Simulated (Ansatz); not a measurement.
Crystal: MgS (Niningerite).

```
S Mg
1.0
     0.00000    2.60165    2.60165
     2.60165    0.00000    2.60165
     2.60165    2.60165    0.00000
S Mg
1 1
Direct
  0.50000 0.50000 0.50000
  0.00000 0.00000 0.00000
```

Base run:

| Quantity | Value |
| --- | --- |
| Program | Ansatz 0.2.0 |
| Functional | PBE0 |
| Potentials or basis | all-electron PAW datasets made for the crystal |
| Cutoff | 220 eV |
| Density cutoff | 880 eV |
| k mesh | 6 × 6 × 6 |
| Occupations | fermi-dirac, width 0.05 eV |
| Spin | no spin polarisation |

Its results: band gap on the k mesh 4.52 eV, indirect (least direct gap 5.52 eV).

Question: The run is repeated on the same cell with these changes: functional from PBE0 to HSE06. What comes out?

Answer: Band gap on the k mesh 3.80 eV, indirect (least direct gap 4.82 eV).

A k mesh can miss the band edges.

Not every run made on this cell is shown here.
